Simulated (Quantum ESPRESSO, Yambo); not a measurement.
# Excitons of ZnSe (Stilleite) on ever denser meshes, part 3 of 4

How far does the k mesh set the exciton binding of ZnSe (Stilleite)?

Quantum ESPRESSO 7.5 and Yambo 5.3.0; PBE and many-body steps on it, plane waves. Known limits of the many-body steps: not at the basis limit; no spin-orbit coupling; coarse k mesh; bindings not settled in the k mesh.

So far. Step 8 (Triplet (no exchange term)): The lowest triplet lies at 1.837 eV; without spin-orbit coupling triplets are dark, so no spectrum is read. Step 9 (Empty states on the mesh, 6×6×6 mesh, 32 bands): On this mesh the gap is 1.291 eV.

### 11. k mesh (6×6×6)

This step: Bethe-Salpeter equation on PBE with a scissors shift, plane waves, norm-conserving pseudopotentials.

bse6.in

```
optics
bss
bse
em1s
dipoles
rim_cut
RandQpts= 1000000
RandGvec= 1 RL
Chimod= "HARTREE"
BSKmod= "SEX"
BSEmod= "resonant"
BSSmod= "d"
BSENGexx= 20 Ry
BSENGBlk= 4 Ry
% BSEQptR
 1 | 1 |
%
% BSEBands
 20 | 23 |
%
% BEnRange
 0 | 4 | eV
%
% BDmRange
 0.1 | 0.1 | eV
%
BEnSteps= 81
% BLongDir
 1 | 0 | 0 |
%
% BndsRnXs
 14 | 32 |
%
NGsBlkXs= 4 Ry
% LongDrXs
 1 | 1 | 1 |
%
% KfnQP_E
 0.749 | 1.0 | 1.0 |
%
WRbsWF
FFTGvecs= 47 Ry
```

Run with:

```console
OMP_NUM_THREADS=1 mpirun -n 4 yambo -F bse6.in -J bse6 -C bse6 > bse6.log
```

The log of the run:

```text
 Yambo, version 5.3.0

 [02] CORE Variables Setup
 =========================

  [... cell, symmetries and grids as in the set-up ...]

  [02.05] Energies & Occupations
  ==============================

  [X] === General ===
  [X] Electronic Temperature                        :  0.000000  0.000000 [eV K]
  [X] Bosonic    Temperature                        :  0.000000  0.000000 [eV K]
  [X] Finite Temperature mode                       : no
  [X] El. density                                   :  0.96675E+24 [cm-3]
  [X] Fermi Level                                   :  8.779089 [eV]

  [X] === Gaps and Widths ===
  [X] Conduction Band Min                           :  1.291205 [eV]
  [X] Valence Band Max                              :  0.000000 [eV]
  [X] Filled Bands                                  :  22
  [X] Empty Bands                                   :   23   32
  [X] Direct Gap                                    :  1.291205 [eV]
  [X] Direct Gap localized at k                     :  1
  [X] Indirect Gap                                  :  1.291205 [eV]
  [X] Indirect Gap between kpts                     :  1  1
  [X] Last valence band width                       :  2.548289 [eV]
  [X] 1st conduction band width                     :  3.495462 [eV]

 [03] Transferred momenta grid and indexing
 ==========================================

 [BZ sampling] Q-grid is User defined and/or read from the database

 IBZ Q-points                                      :  16
 BZ  Q-points                                      :  216

 K/Q-points units:
 rlu = crystal or reduced units; cc = cartesian coordinates; iku = interal k-units

 Q [ 1]         [rlu]:  0.000000  0.000000  0.000000
 Q [ 2]         [rlu]:  0.34523E-17  0.34523E-17  0.16667
[...]
Global Gauge                                     : length
  X matrix size                                    :   59
  X band range                                     :   14   32
  X e/h energy range                               : -1.000000 -1.000000 [eV]
  X Time ordering                                  : T
  X Hxc Kernel                                     : HARTREE
  X Drude frequency                                :  0.000000  0.000000
  X poles                                          :  100.0000 [o/o]
  RL vectors in the sum                            :  1759
  [r,Vnl] included                                 : yes
  Field direction                                  :  0.577350E-5  0.577350E-5  0.577350E-5
  BZ energy Double Grid                            : no
  BZ energy DbGd points                            : 0
  BZ Q point size factor                           : -1.000000
  X Optical Averaged directions                    : none

 [08] Bethe Salpeter Equation driver
 ===================================

  [08.01] Bethe Salpeter Equation @q1
  ===================================

   [08.01.01] Transition pre-analysis @q1
   ======================================

   [08.01.02] Transition Groups build-up @q1
   =========================================

   [BSK] Transition groups (total):   32
   [BSK] Size (resonant):   648
   [BSK]         (total):   648
   [BSK] N. of matrices :  1

   [08.01.03] Loading Dipoles @q1
   ==============================

   [08.01.04] Independent Particles properties @q1
   ===============================================

   ==========================================================

   [BSE] Exchange components :   531
   [BSE] Correlation components :   59  259

    [08.01.05.01] Screened interaction header I/O
    =============================================

    [08.01.05.02] Main kernel loop
    ==============================

    [08.01.05.03] Wave-Function Phases
    ==================================

    [BSE] WF phases found       :  40.29948 [o/o]

   [08.01.06] BSE solver(s) @q1
   ============================

   [08.01.07] Diago Solver @q1
   ===========================

 [11] Game Over & Game summary
```

Wall time 14 s (4 MPI ranks of Arm Neoverse V1, shared host); peak memory 1.1 GiB.

Numbers from this step:

```yaml
transitions_in_the_window: 648
direct_gap_of_the_transition_levels: 2.040 eV
lowest_state: 1.843 eV
first_strong_exciton_over_a_fiftieth_of_the_strongest_listed: 1.843 eV
binding_of_the_lowest_state_below_the_direct_gap: 0.1974 eV
coulomb_term_of_one_mesh_cell: 0.2273 eV
```

The binding is 0.87 times the screened Coulomb term of one mesh cell (0.23 eV), so it is not shown settled.

The lowest state lies at 1.843 eV, 0.197 eV under the direct gap.

### 12. Triplet (no exchange term)

bse7.in, as its differences from bse6.in of step 11:

```diff
@@ -12,3 +12,3 @@
 BSSmod= "d"
-BSENGexx= 20 Ry
+BSENGexx= 1 RL
 BSENGBlk= 4 Ry
```

Run with:

```console
OMP_NUM_THREADS=1 mpirun -n 4 yambo -F bse7.in -J bse7,bse6_W -C bse7 > bse7.log
```

The log of the run:

```text
 Yambo, version 5.3.0

 [02] CORE Variables Setup
 =========================

  [... cell, symmetries and grids as in the set-up ...]

  [02.05] Energies & Occupations
  ==============================

  [X] === General ===
  [X] Electronic Temperature                        :  0.000000  0.000000 [eV K]
  [X] Bosonic    Temperature                        :  0.000000  0.000000 [eV K]
  [X] Finite Temperature mode                       : no
  [X] El. density                                   :  0.96675E+24 [cm-3]
[...]
[06] Dipoles
 ============

  [06.01] Setup: observables and procedures
  =========================================

  [WARNING] [r,Vnl^pseudo] included in position and velocity dipoles.

  [WARNING] In case H contains other non local terms, these are neglected

 [07] Static Dielectric Matrix
 =============================

    [08.01.05.02] Main kernel loop
    ==============================

    [08.01.05.03] Wave-Function Phases
    ==================================

    [BSE] WF phases found       :  40.29948 [o/o]

   [08.01.06] BSE solver(s) @q1
   ============================

   [08.01.07] Diago Solver @q1
   ===========================

 [11] Game Over & Game summary
```

Run time: 3.5 s. Hardware: 4 MPI ranks; peak memory 1.1 GiB.

The lowest triplet lies at 1.837 eV; without spin-orbit coupling triplets are dark, so no spectrum is read.

### 13. Empty states on the mesh, 8×8×8 mesh, 32 bands

This step: Quantum ESPRESSO 7.5; DFT, PBE, plane waves, norm-conserving pseudopotentials.

pw.in

```
&control
  calculation = 'nscf'
  prefix = 'x'
  outdir = 'o'
  pseudo_dir = 'pseudo'
/
&system
  ibrav = 0
  nat = 2
  ntyp = 2
  ecutwfc = 104.0
  nbnd = 32
  force_symmorphic = .true.
/
&electrons
  conv_thr = 1e-9
  electron_maxstep = 80
  diago_full_acc = .true.
  diago_thr_init = 5e-6
/
ATOMIC_SPECIES
  Zn 65.38 Zn.upf
  Se 78.971 Se.upf
CELL_PARAMETERS angstrom
  -0.0000000000 2.8338000000 2.8338000000
  2.8338000000 -0.0000000000 2.8338000000
  2.8338000000 2.8338000000 0.0000000000
ATOMIC_POSITIONS crystal
  Zn 0.0000000000 0.0000000000 0.0000000000
  Se 0.2500000000 0.2500000000 0.2500000000
K_POINTS automatic
  8 8 8 0 0 0
```

Run with:

```console
OMP_NUM_THREADS=1 mpirun -n 4 pw.x -nk 4 -in pw.in > pw.out
```

The log of the run:

```text
[banner, memory and clock lines left out]
Program PWSCF v.7.5 starts

     Atomic positions and unit cell read from directory:
     o/x.save/

     Message from routine setup:
     using ibrav=0 with symmetry is DISCOURAGED, use correct ibrav instead

     G-vector sticks info

     bravais-lattice index     =            0
     lattice parameter (alat)  =       7.5733  a.u.
     unit-cell volume          =     307.1384 (a.u.)^3
     number of atoms/cell      =            2
     number of atomic types    =            2
     number of electrons       =        44.00
[...]
k = 0.0884 0.0884-0.0884 (  5522 PWs)   bands (ev):

  -198.4430-137.9212-137.9212-137.9212-116.4660 -70.6257 -70.6257 -70.6257
[...]
k = 0.1768 0.1768-0.1768 (  5492 PWs)   bands (ev):

  -198.4430-137.9212-137.9212-137.9212-116.4660 -70.6257 -70.6257 -70.6257
[...]
2.2993   2.6051   2.6051   5.7361   8.3032   8.3032  11.5301  15.2249
    15.2249  15.3508  19.2392  19.2392  19.5070  22.7695  25.8479  25.8479

          k = 0.2652 0.2652-0.2652 (  5516 PWs)   bands (ev):

     [... further k-points ...]

     highest occupied, lowest unoccupied level (ev):     8.7791   10.0703

     XML data file, pseudopotentials, collected wavefunctions
```

Run time: 6.6 s. Hardware: 4 MPI ranks; peak memory 0.28 GiB; 26 s of CPU time.

Numbers from this step:

| Item | Value |
| --- | --- |
| gap | 1.291 eV |
| k of the valence top | 0, 0, 0 |
| k of the conduction bottom | 0, 0, 0 |
| least direct gap | 1.291 eV |
| k points computed | 29 |
| lowest point of the top converged band, above the valence top | 13.07 eV |

On this mesh the gap is 1.291 eV.

### 14. Conversion and set-up

This step: Yambo 5.3.0; conversion and set-up on PBE, plane waves, norm-conserving pseudopotentials.

Run with:

```console
(cd o/x.save; p2y > p2y.log; mv SAVE ../..); yambo > setup.log
```

The log of the run:

```text
 Yambo, version 5.3.0

 [02] CORE Variables Setup
 =========================

  [02.01] Unit cells
  ==================

  Cell kind             :  FCC
  Atoms in the cell     :  Zn  Se
  number of Zn atoms    :  1
  number of Se atoms    :  1

  List of atomic masses
  Mass of Zn    :  65.38000
  Mass of Se    :  78.97100

  List of atomic coordinates    : [cc]
  Zn1       :  0.000000  0.000000  0.000000  order 1
  Se1       :  2.677553  2.677553  2.677553  order 2

  Alat factors          :  5.355106  5.355106  5.355106 [a.u.]
  Direct lattice volume :  307.1384 [a.u.]
[...]
Q [ 1]         [rlu]:  0.000000  0.000000  0.000000
 Q [ 2]         [rlu]:  0.16821E-17  0.16821E-17  0.12500
 Q [ 3]         [rlu]:  0.33641E-17  0.33641E-17  0.25000
[...]
Q [ 8]         [rlu]: -0.10514E-16  0.12500      0.37500
 Q [ 9]         [rlu]: -0.14510E-16  0.12500      0.50000
 Q [10]         [rlu]: -0.67283E-17  0.12500     -0.37500
     [... 17 further rows ...]
 Q [28]         [rlu]:  0.125000 -0.500000 -0.375000
 Q [29]         [rlu]:  0.250000 -0.500000 -0.250000

  [03.01] X indexes
  =================

   [03.01.01] Sigma indexes
   ========================

 [06] Game Over & Game summary
```

Run time: 4 s. Hardware: 1 MPI rank; peak memory 0.26 GiB.

### 15. k mesh (8×8×8)

This step: Bethe-Salpeter equation on PBE with a scissors shift, plane waves, norm-conserving pseudopotentials.

bse9.in, as its differences from bse7.in of step 12:

```diff
@@ -12,3 +12,3 @@
 BSSmod= "d"
-BSENGexx= 1 RL
+BSENGexx= 20 Ry
 BSENGBlk= 4 Ry
```

Run with:

```console
OMP_NUM_THREADS=1 mpirun -n 4 yambo -F bse9.in -J bse9 -C bse9 > bse9.log
```

The log of the run:

```text
 Yambo, version 5.3.0

 [02] CORE Variables Setup
 =========================

  [... cell, symmetries and grids as in the set-up ...]

  [02.05] Energies & Occupations
  ==============================

  [X] === General ===
  [X] Electronic Temperature                        :  0.000000  0.000000 [eV K]
  [X] Bosonic    Temperature                        :  0.000000  0.000000 [eV K]
  [X] Finite Temperature mode                       : no
  [X] El. density                                   :  0.96675E+24 [cm-3]
[...]
[08.01.04] Independent Particles properties @q1
   ===============================================

   ==========================================================

   [BSE] Exchange components :   531
   [BSE] Correlation components :    59   331

    [08.01.05.01] Screened interaction header I/O
    =============================================

    [08.01.05.02] Main kernel loop
    ==============================

    [08.01.05.03] Wave-Function Phases
    ==================================

    [BSE] WF phases found       :  47.98851 [o/o]

   [08.01.06] BSE solver(s) @q1
   ============================

   [08.01.07] Diago Solver @q1
   ===========================

 [11] Game Over & Game summary
```

Run time: 60 s. Hardware: 4 MPI ranks; peak memory 1.3 GiB; 3.9 min of CPU time.

Numbers from this step:

- transitions in the window: 1536
- direct gap of the transition levels: 2.040 eV
- lowest state: 1.868 eV
- first strong exciton (over a fiftieth of the strongest listed): 1.868 eV
- binding of the lowest state below the direct gap: 0.1720 eV
- Coulomb term of one mesh cell: 0.1966 eV

The binding is 0.87 times the screened Coulomb term of one mesh cell (0.20 eV), so it is not shown settled.

The lowest state lies at 1.868 eV, 0.172 eV under the direct gap.

### 16. Triplet (no exchange term)

bse10.in, as its differences from bse9.in of step 15:

```diff
@@ -12,3 +12,3 @@
 BSSmod= "d"
-BSENGexx= 20 Ry
+BSENGexx= 1 RL
 BSENGBlk= 4 Ry
```

Run with:

```console
OMP_NUM_THREADS=1 mpirun -n 4 yambo -F bse10.in -J bse10,bse9_W -C bse10 > bse10.log
```

The log of the run:

```text
 Yambo, version 5.3.0

 [02] CORE Variables Setup
 =========================

  [... cell, symmetries and grids as in the set-up ...]

  [02.05] Energies & Occupations
  ==============================

  [X] === General ===
  [X] Electronic Temperature                        :  0.000000  0.000000 [eV K]
  [X] Bosonic    Temperature                        :  0.000000  0.000000 [eV K]
  [X] Finite Temperature mode                       : no
  [X] El. density                                   :  0.96675E+24 [cm-3]
[...]
[06] Dipoles
 ============

  [06.01] Setup: observables and procedures
  =========================================

  [WARNING] [r,Vnl^pseudo] included in position and velocity dipoles.

  [WARNING] In case H contains other non local terms, these are neglected

 [07] Static Dielectric Matrix
 =============================

    [08.01.05.02] Main kernel loop
    ==============================

    [08.01.05.03] Wave-Function Phases
    ==================================

    [BSE] WF phases found       :  47.98851 [o/o]

   [08.01.06] BSE solver(s) @q1
   ============================

   [08.01.07] Diago Solver @q1
   ===========================

 [11] Game Over & Game summary
```

Run time: 20 s. Hardware: 4 MPI ranks; peak memory 1.3 GiB.

The lowest triplet lies at 1.865 eV; without spin-orbit coupling triplets are dark, so no spectrum is read.

### 17. Empty states on the mesh, 10×10×10 mesh, 32 bands

This step: Quantum ESPRESSO 7.5; DFT, PBE, plane waves, norm-conserving pseudopotentials.

pw.in: that of step 13 with these lines changed.

```diff
@@ -31,2 +31,2 @@
 K_POINTS automatic
-  8 8 8 0 0 0
+  10 10 10 0 0 0
```

Run with:

```console
OMP_NUM_THREADS=1 mpirun -n 4 pw.x -nk 4 -in pw.in > pw.out
```

The log of the run:

```text
[banner, memory and clock lines left out]
Program PWSCF v.7.5 starts

     Atomic positions and unit cell read from directory:
     o/x.save/

     Message from routine setup:
     using ibrav=0 with symmetry is DISCOURAGED, use correct ibrav instead

     G-vector sticks info

     bravais-lattice index     =            0
     lattice parameter (alat)  =       7.5733  a.u.
     unit-cell volume          =     307.1384 (a.u.)^3
     number of atoms/cell      =            2
     number of atomic types    =            2
     number of electrons       =        44.00
[...]
k = 0.0707 0.0707-0.0707 (  5540 PWs)   bands (ev):

  -198.4430-137.9212-137.9212-137.9212-116.4660 -70.6257 -70.6256 -70.6256
[...]
k = 0.1414 0.1414-0.1414 (  5498 PWs)   bands (ev):

  -198.4430-137.9212-137.9212-137.9212-116.4660 -70.6257 -70.6257 -70.6257
[...]
2.2729   2.6034   2.6034   6.4100   8.4387   8.4387  11.4634  14.8713
    15.1056  15.1056  19.1778  19.1778  19.7485  21.8088  24.7766  24.7766

          k = 0.2121 0.2121-0.2121 (  5495 PWs)   bands (ev):

     [... further k-points ...]

     highest occupied, lowest unoccupied level (ev):     8.7791   10.0703

     XML data file, pseudopotentials, collected wavefunctions
```

Elapsed: 9.5 s, on 4 MPI ranks; peak memory 0.28 GiB.

Numbers from this step:

```
gap                                                           : 1.291 eV
k of the valence top                                          : 0, 0, 0
k of the conduction bottom                                    : 0, 0, 0
least direct gap                                              : 1.291 eV
k points computed                                             : 47
lowest point of the top converged band, above the valence top : 13.07 eV
```

On this mesh the gap is 1.291 eV.

### 18. Conversion and set-up

This step: Yambo 5.3.0; conversion and set-up on PBE, plane waves, norm-conserving pseudopotentials.

Run with:

```console
(cd o/x.save; p2y > p2y.log; mv SAVE ../..); yambo > setup.log
```

The log of the run:

```text
 Yambo, version 5.3.0

 [02] CORE Variables Setup
 =========================

  [02.01] Unit cells
  ==================

  Cell kind             :  FCC
  Atoms in the cell     :  Zn  Se
  number of Zn atoms    :  1
  number of Se atoms    :  1

  List of atomic masses
  Mass of Zn    :  65.38000
  Mass of Se    :  78.97100

  List of atomic coordinates    : [cc]
  Zn1       :  0.000000  0.000000  0.000000  order 1
  Se1       :  2.677553  2.677553  2.677553  order 2

  Alat factors          :  5.355106  5.355106  5.355106 [a.u.]
  Direct lattice volume :  307.1384 [a.u.]
[...]
Q [ 1]         [rlu]:  0.000000  0.000000  0.000000
 Q [ 2]         [rlu]:  0.41498E-18  0.41498E-18  0.10000
 Q [ 3]         [rlu]: -0.19197E-16 -0.53196E-17  0.20000
[...]
Q [ 8]         [rlu]: -0.36848E-17  0.10000      0.20000
 Q [ 9]         [rlu]: -0.73695E-17  0.10000      0.30000
 Q [10]         [rlu]: -0.15708E-16  0.10000      0.40000
     [... 35 further rows ...]
 Q [46]         [rlu]:  0.200000  0.400000 -0.300000
 Q [47]         [rlu]:  0.200000 -0.500000 -0.300000

  [03.01] X indexes
  =================

   [03.01.01] Sigma indexes
   ========================

 [06] Game Over & Game summary
```

The job ended after 4.9 s (1 MPI rank; peak memory 0.28 GiB).

### 19. k mesh (10×10×10)

This step: Bethe-Salpeter equation on PBE with a scissors shift, plane waves, norm-conserving pseudopotentials.

bse12.in, as its differences from bse10.in of step 16:

```diff
@@ -12,3 +12,3 @@
 BSSmod= "d"
-BSENGexx= 1 RL
+BSENGexx= 20 Ry
 BSENGBlk= 4 Ry
```

Run with:

```console
OMP_NUM_THREADS=1 mpirun -n 4 yambo -F bse12.in -J bse12 -C bse12 > bse12.log
```

The log of the run:

```text
 Yambo, version 5.3.0

 [02] CORE Variables Setup
 =========================

  [... cell, symmetries and grids as in the set-up ...]

  [02.05] Energies & Occupations
  ==============================

  [X] === General ===
  [X] Electronic Temperature                        :  0.000000  0.000000 [eV K]
  [X] Bosonic    Temperature                        :  0.000000  0.000000 [eV K]
  [X] Finite Temperature mode                       : no
  [X] El. density                                   :  0.96675E+24 [cm-3]
[...]
[08.01.04] Independent Particles properties @q1
   ===============================================

   ==========================================================

   [BSE] Exchange components :   531
   [BSE] Correlation components :    59   331

    [08.01.05.01] Screened interaction header I/O
    =============================================

    [08.01.05.02] Main kernel loop
    ==============================

    [08.01.05.03] Wave-Function Phases
    ==================================

    [BSE] WF phases found       :  54.41046 [o/o]

   [08.01.06] BSE solver(s) @q1
   ============================

   [08.01.07] Diago Solver @q1
   ===========================

 [11] Game Over & Game summary
```

The job ended after 4 min (4 MPI ranks; peak memory 1.9 GiB).

This step gave:

* transitions in the window: 3000
* direct gap of the transition levels: 2.040 eV
* lowest state: 1.895 eV
* first strong exciton (over a fiftieth of the strongest listed): 1.895 eV
* binding of the lowest state below the direct gap: 0.1448 eV
* Coulomb term of one mesh cell: 0.1649 eV

The binding is 0.88 times the screened Coulomb term of one mesh cell (0.16 eV), so it is not shown settled.

The lowest state lies at 1.895 eV, 0.145 eV under the direct gap.

(Part 3 of 4 ends here.)

[Paths, hosts, dates, memory and timing lines, banners, echoed tables and standing remarks are left out of the program output.]

[Logs are printed without paths, hosts, clocks, repeated set-up lines and the standing remarks that a program may print on its own settings, such as how far it seeks lower states.]

[Runs of the session that timed out or met a known fault of the program may be left out.]

[Hosts, paths, dates, database ids (printed as entryN), source tags and the programs' standing remarks are cut or masked in the printed files.]
